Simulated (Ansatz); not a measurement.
## Cohesive energies along group 11 and 12

Computed with DFT, r2SCAN, plane waves (500 eV) with PAW, scalar-relativistic (Ansatz). The PAW files were generated under PBE, with cores re-solved for the functional.

The free atom is spin-polarised, without symmetry, in a box of 14 × 14.4 × 14.8 Å, in the lowest state that the tried spin starts reached (hybrids start from one state alone); no zero-point energy, no spin-orbit coupling, no dispersion.

Problem. Rank by cohesive energy per atom, weakest first.
A. silver (fcc)
B. copper (fcc)
C. gold (fcc)
D. zinc (hcp)
E. mercury (alpha-Hg (rhombohedral))

Solution. E (0.46 eV), D (1.47 eV), A (2.87 eV), C (3.42 eV), B (3.89 eV).
